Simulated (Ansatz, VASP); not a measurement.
## Be in VASP and in Ansatz

INCAR

```
ALGO = Normal
EDIFF = 1E-6
ENCUT = 520
GGA = PS
ISIF = 2
ISMEAR = -1
LASPH = True
LCHARG = False
LREAL = False
LWAVE = False
NBANDS = 7
NELM = 60
PREC = Accurate
SIGMA = 0.03
```

KPOINTS

```
k-points
0
Gamma
  23 23 23
```

POSCAR

```
Be
1.0
   -1.2696112759      1.2696112759      1.2696112759
    1.2696112759     -1.2696112759      1.2696112759
    1.2696112759      1.2696112759     -1.2696112759
Be
1
Direct
    0.0000000000      0.0000000000      0.0000000000
```

Input for Ansatz:

```yaml
crystal:
  lattice:
    - [-1.2696112759, 1.2696112759, 1.2696112759]
    - [1.2696112759, -1.2696112759, 1.2696112759]
    - [1.2696112759, 1.2696112759, -1.2696112759]
  atoms:
    - { symbol: Be, position: [0.0, 0.0, 0.0] }
kpoints:
  mp_grid: { grid: [23, 23, 23] }
  band_path:
    path:
      - [0.0, 0.0, 0.0]
      - [0.5, -0.5, 0.5]
      - [0.0, 0.0, 0.5]
      - [0.0, 0.0, 0.0]
      - [0.25, 0.25, 0.25]
      - [0.5, -0.5, 0.5]
      - [0.25, 0.25, 0.25]
      - [0.0, 0.0, 0.5]
    npoints: 5
scf:
  occupations: { method: fermi_dirac, width: 0.03 }
hamiltonian:
  xc: pbesol
  pseudopotentials: { kind: all_electron, lapw: { basis_error: 0.00025 } }
output:
  forces: true
  stress: true
  eigenvalues: true
```

Change from the starting cell: volume scaled by 1.04.

Alike in both runs: task single point; functional PBEsol; k mesh 23 × 23 × 23; occupations fermi-dirac, width 0.03 eV; no spin polarisation.

|  | VASP | Ansatz |
| --- | --- | --- |
| version | VASP 6.6.1 | Ansatz 0.2.0 |
| potentials or method | VASP PAW PBE potentials, release 64 (Be) | all-electron LAPW, scalar-relativistic |
| plane-wave cutoff (eV) | 520 | see its input |

Ansatz gave:

| Property | Result |
| --- | --- |
| pressure (GPa) | -6.4 |

Problem. Estimate VASP's values.

Solution. Pressure (GPa): -6.0.

Ansatz ran all-electron here, so the differences hold the error of VASP's frozen core and of both bases.

Caveats: the PAW data sets were made with another functional, which shifts forces and pressure a little (VASP).
